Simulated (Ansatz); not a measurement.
# BN, space group Cc: a band structure

Computed with the Ansatz DFT code, driven from Python.

Interactive session:
```pycon
>>> import ansatz as az
>>> from ase import Atoms
>>> from ase.io import write
>>> import numpy as np
>>> atoms = Atoms(
...     ["B", "B", "B", "B", "N", "N", "N", "N"],
...     scaled_positions=[
...         (0.4344, 0.566427, 0.000204),
...         (0.566427, 0.4344, 0.500204),
...         (0.176999, 0.564202, 0.491821),
...         (0.564202, 0.176999, 0.991821),
...         (0.38574, 0.778339, 0.840783),
...         (0.778339, 0.38574, 0.340783),
...         (0.379906, 0.511787, 0.321093),
...         (0.511787, 0.379906, 0.821093),
...     ],
...     cell=[
...         (1.643821, -4.715535, 0.0),
...         (1.643821, 4.715535, 0.0),
...         (-1.192931, 0.0, 4.181743),
...     ],
...     pbc=True,
... )
>>> crystal = az.Crystal.from_ase(atoms)
>>> path = [
...     ("G", (0.0, 0.0, 0.0)),
...     ("Y", (-0.5, 0.5, 0.0)),
...     ("M", (-0.5, 0.5, 0.5)),
...     ("A", (0.0, 0.0, 0.5)),
...     ("G", (0.0, 0.0, 0.0)),
... ]
>>> setup = (
...     crystal.calculation()
...     .kpoints(mesh=(6, 6, 5))
...     .functional(az.Functional.LDA)
...     .occupations("fixed")
...     .band_structure([point for _, point in path], intervals=6)
...     .scf(extra_bands=10)
... )
>>> def show(event):
...     row = event["data"]
...     if event["event"] == "scf_iter" and row.get("harris_foulkes_ev") is not None:
...         print(f"  iteration {row['iter']:3d}  Harris-Foulkes {row['harris_foulkes_ev']:.5f} eV  residual {row['dr2_ev']:.2e}")
...
>>> outcome = setup.session().plan().execute(on_event=show)
DeckWarning: basis.ecutwfc = 420 eV, auto-derived from the records' recommended cutoffs: set by B (normal level)
  iteration   1  Harris-Foulkes -2103.86844 eV  residual 3.29e-02
  iteration   2  Harris-Foulkes -2103.86215 eV  residual 4.33e-03
  iteration   3  Harris-Foulkes -2103.86130 eV  residual 8.66e-04
  iteration   4  Harris-Foulkes -2103.86120 eV  residual 5.91e-05
  iteration   5  Harris-Foulkes -2103.86119 eV  residual 6.68e-06
  iteration   6  Harris-Foulkes -2103.86119 eV  residual 2.37e-07
  iteration   7  Harris-Foulkes -2103.86119 eV  residual 2.25e-08
>>> report = outcome.report
>>> outcome.lattice.cell_ang
array([[ 1.643821, -4.715535,  0.      ],
       [ 1.643821,  4.715535,  0.      ],
       [-1.192931,  0.      ,  4.181743]])
>>> [(site.symbol, site.position_frac.round(4).tolist()) for site in outcome.lattice.sites]
[(<Element.B: 'B'>, [0.4344, 0.5664, 0.0002]), (<Element.B: 'B'>, [0.5664, 0.4344, 0.5002]), (<Element.B: 'B'>, [0.177, 0.5642, 0.4918]), (<Element.B: 'B'>, [0.5642, 0.177, 0.9918]), (<Element.N: 'N'>, [0.3857, 0.7783, 0.8408]), (<Element.N: 'N'>, [0.7783, 0.3857, 0.3408]), (<Element.N: 'N'>, [0.3799, 0.5118, 0.3211]), (<Element.N: 'N'>, [0.5118, 0.3799, 0.8211])]
>>> type(outcome).__name__, type(report).__name__
('RunOutcome', 'dict')
>>> energy = report["free_energy_ev"]
>>> print("BN: {:.6f} eV = {:.6f} Ry = {:.6f} Ha".format(energy, energy / 13.605693, energy / 27.211386))
BN: -2103.861191 eV = -154.630947 Ry = -77.315473 Ha
>>> print("Fermi level {:.4f} eV, {} k-points, {} symmetry operations".format(report["fermi_energy_ev"], report["n_kpoints"], report["n_symmetry_ops"]))
Fermi level 5.9883 eV, 55 k-points, 2 symmetry operations
>>> image = Atoms([s.symbol for s in outcome.lattice.sites], positions=[s.position_ang for s in outcome.lattice.sites], cell=outcome.lattice.cell_ang, pbc=True)
>>> write("final.extxyz", image)
>>> bands = outcome.band_structure()
>>> fermi = bands.fermi_energy_ev
>>> print(f"zero of the bands: {fermi:.3f} eV, the Fermi level found on the SCF mesh")
zero of the bands: 5.988 eV, the Fermi level found on the SCF mesh
>>> levels = bands.channels[0].eigenvalues_ev - fermi
>>> filled = round(report["n_electrons"]) // 2
>>> valence, conduction = levels[:, filled - 1], levels[:, filled]
>>> print("k (fractions)              top valence  bottom conduction (eV)")
k (fractions)              top valence  bottom conduction (eV)
>>> for k, lo, hi in zip(bands.kpoints_frac, valence, conduction):
...     print(f"{k[0]:7.3f} {k[1]:7.3f} {k[2]:7.3f} {lo:12.3f} {hi:13.3f}")
...
  0.000   0.000   0.000       -0.492         3.426
 -0.083   0.083   0.000       -0.479         3.464
 -0.167   0.167   0.000       -0.427         3.572
 -0.250   0.250   0.000       -0.356         3.733
 -0.333   0.333   0.000       -0.305         3.935
 -0.417   0.417   0.000       -0.294         4.161
 -0.500   0.500   0.000       -0.308         4.310
 -0.500   0.500   0.083       -0.343         4.362
 -0.500   0.500   0.167       -0.399         4.501
 -0.500   0.500   0.250       -0.472         4.550
 -0.500   0.500   0.333       -0.571         4.547
 -0.500   0.500   0.417       -0.642         4.624
 -0.500   0.500   0.500       -0.662         4.755
 -0.417   0.417   0.500       -0.661         4.662
 -0.333   0.333   0.500       -0.655         4.457
 -0.250   0.250   0.500       -0.644         4.247
 -0.167   0.167   0.500       -0.627         4.086
 -0.083   0.083   0.500       -0.610         3.992
  0.000   0.000   0.500       -0.602         3.961
  0.000   0.000   0.417       -0.591         3.746
  0.000   0.000   0.333       -0.574         3.564
  0.000   0.000   0.250       -0.562         3.441
  0.000   0.000   0.167       -0.547         3.395
  0.000   0.000   0.083       -0.511         3.410
  0.000   0.000   0.000       -0.492         3.426
>>> print(f"on this path: least direct gap {np.min(conduction - valence):.3f} eV, least gap {conduction.min() - valence.max():.3f} eV")
on this path: least direct gap 3.918 eV, least gap 3.690 eV
```

`final.extxyz`, as written:
```text
8
Lattice="1.643821 -4.715535 0.0 1.643821 4.715535 0.0 -1.192931 0.0 4.181743" Properties=species:S:1:pos:R:3 pbc="T T T"
B        1.64493708       0.62257794       0.00085308
B        1.04847158      -0.62257794       2.09172458
B        0.63169325       1.82586930       2.05666902
B        0.03522775      -1.82586930       4.14754052
N        0.91054140       1.85131433       3.51593842
N        1.50700690      -1.85131433       1.42506692
N        1.08274189       0.62188947       1.34272841
N        0.48627639      -0.62188947       3.43359991
```

Notes:
- Absolute energies stand on the zero of these potentials, so only differences at equal settings mean something. A total without «per atom» is that of the cell as typed.
- Along an axis with an odd division the mesh misses the point at one half; a gap read on a finite mesh is an upper bound on this functional's gap.
- Semilocal gaps usually lie well under measured ones.
- Under fixed occupations the level called the Fermi level is the highest filled one on the SCF mesh; off the mesh a filled band can lie a little above it.
- Only differences from the Fermi energy are physical; the zero of the scale is a convention.
- This cell is a computed structure, which may not be the phase found in nature.
- Levels are Kohn-Sham eigenvalues on this mesh.
- Warnings are shown shortened and without file and line.
- Run time: 9.6 s on 1 thread of Arm Neoverse V2, on a shared host, peak memory 0.43 GiB.

(Lines on the test bed's own set-up are left out of the output.)
